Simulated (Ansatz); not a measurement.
Runs of Ansatz 0.2.0 on Pb. Symmetry: Fm-3m, No. 225, cubic system. Conventional cell: a = 4.950 Å, b = 4.950 Å, c = 4.950 Å, α = 90.00°, β = 90.00°, γ = 90.00°. Pb (site symmetry m-3m) is surrounded by 12 Pb at 3.50 Å. 

| task | level | potentials or basis | cell | k mesh | cutoff (eV) | points for each segment of the path | q mesh | gap on the mesh (eV) | pressure (GPa) |
| --- | --- | --- | --- | --- | --- | --- | --- | --- | --- |
| band structure | revPBE | Ansatz PAW | as given | 9 × 9 × 9 | 420 | 14 | - | none | 3.4 |
| band structure | PBE | JTH PAW | as given | 9 × 9 × 9 | 1800 | 14 | - | none | (a) |
| phonons | PBEsol | Ansatz PAW | as given | 8 × 8 × 8 | 420 | 8 | 4 × 4 × 4 | none | - |
| band structure | PBEsol | Ansatz PAW | as given | 9 × 9 × 9 | 420 | 14 | - | none | -0.6 |
| band structure | LDA | Ansatz PAW | as given | 9 × 9 × 9 | 420 | 14 | - | none | -2.2 |
| relaxation of cell and atoms | BPBE | Ansatz PAW | relaxed | 9 × 9 × 9 | 420 | - | - | - | 0.0 |

Alike in all rows: no spin polarisation; smearing fermi-dirac 0.05 eV.

Fill in the values left out.

(a) 2.3.

Caveats: the PAW data sets come from PBE, with cores solved anew for the run's functional, which leaves a small shift of forces and pressure (some runs); spin-orbit coupling is left out, which moves the levels of the heavy elements (some runs); some levels weren't fully converged (some runs); the plane-wave basis is chosen anew once the cell has moved, so the energies of steps on either side of that aren't comparable (some runs).

A k mesh can miss the band edges, and the runs leave out spin-orbit coupling on Pb.

A gap of «none» marks a metal or a gap under the smearing width.
